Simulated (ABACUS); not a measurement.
WS2 (Tungstenite) in ABACUS: the effect of functional

Crystal: WS2 (Tungstenite).

```
CELL_PARAMETERS angstrom
3.18000 0.00000 0.00000
-1.59000 2.75396 0.00000
0.00000 0.00000 12.50000
ATOMIC_POSITIONS crystal
W 0.66667 0.33333 0.75000
W 0.33333 0.66667 0.25000
S 0.66667 0.33333 0.37500
S 0.33333 0.66667 0.87500
S 0.66667 0.33333 0.12500
S 0.33333 0.66667 0.62500
```

Alike in all runs:

* Program: ABACUS 3.10.1
* Task: single point
* Potentials or basis: PseudoDojo NC SR 0.4.1 PBE standard
* Cutoff: 1361 eV
* Density cutoff: 5442 eV
* Basis: DZP LCAO (the cutoffs set its grid)
* k mesh: 7 × 7 × 2
* Occupations: fermi-dirac, width 0.05 eV
* Spin: no spin polarisation

Question: One run gave: gap on the mesh 1.07 eV; pressure -2.1 GPa; largest force 0.11 eV/Å. Which functional did it use?
A. revPBE
B. PBEsol
C. PBE
D. SOGGA
E. LDA

Answer: E.

```tsv
functional	gap on the mesh (eV)	pressure (GPa)	largest force (eV/Å)
LDA	1.07	-2.1	0.11
PBE	1.14	4.3	0.41
PBEsol	1.10	-0.2	0.18
revPBE	1.17	5.9	0.43
SOGGA	1.10	-1.8	0.10
```

Caveats: the atomic orbitals were generated for these runs and aren't a published set; spin-orbit coupling is left out, which moves the levels of the heavy elements; an odd mesh through Γ misses points on the zone boundary, where band edges often lie; the basis of atomic orbitals isn't converged, which shifts pressures, moduli and gaps; the potentials were made for another functional, which shifts forces and pressure (some runs); this functional lacks dispersion, which binds the layers, so the pressure and a relaxed spacing across them are unreliable (some runs).

Not every run made on this cell is shown here.
